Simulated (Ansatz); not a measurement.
SnTe, DFT, PBE, all-electron PAW with datasets made for the crystal, scalar-relativistic (Ansatz 0.2.0), run on 1 thread of Arm Neoverse V1 on a shared host.

The cell is COD entry 9008726, as deposited and not checked against the literature; nothing was relaxed. The listed cell was then made from it by scaling, straining or moving an atom.

Command: `ansatz run input.yaml --threads 1 --pin off --max-ram 3072MiB --backend cpu --events-out ev --progress --plain --runs-dir out`

```yaml
crystal:
  lattice:
    - [-0.031565, 3.1407175, 3.1407175]
    - [3.1407175, -0.031565, 3.1407175]
    - [3.1407175, 3.1407175, -0.031565]
  atoms:
    - { symbol: Sn, position: [0.0, 0.0, 0.0] }
    - { symbol: Te, position: [0.5, 0.5, 0.5] }
kpoints:
  mp_grid: { grid: [11, 11, 11] }
scf:
  occupations: { method: fermi_dirac, width: 0.08 }
hamiltonian:
  xc: pbe
  pseudopotentials: { kind: all_electron, datasets: crystal }
output:
  forces: true
  stress: true
  eigenvalues: true
  efg: { contact_densities: true }
```

Problem. How large is the problem that the program sets up?

Solution. 146 irreducible k-points, 531 plane waves at Γ, 14 bands.

Problem. Estimate the wall time and the peak memory.

Solution. 14 s of wall time for 7 SCF iterations, with a peak of 0.62 GiB. Times on shared machines scatter by tens of per cent.

Problem. And the same cell and mesh by frozen-core PAW, asked for forces, stress, eigenvalues, efg, write_density, write_potential, elf, on the same hardware?

Solution. 14 s, peak memory 0.48 GiB.
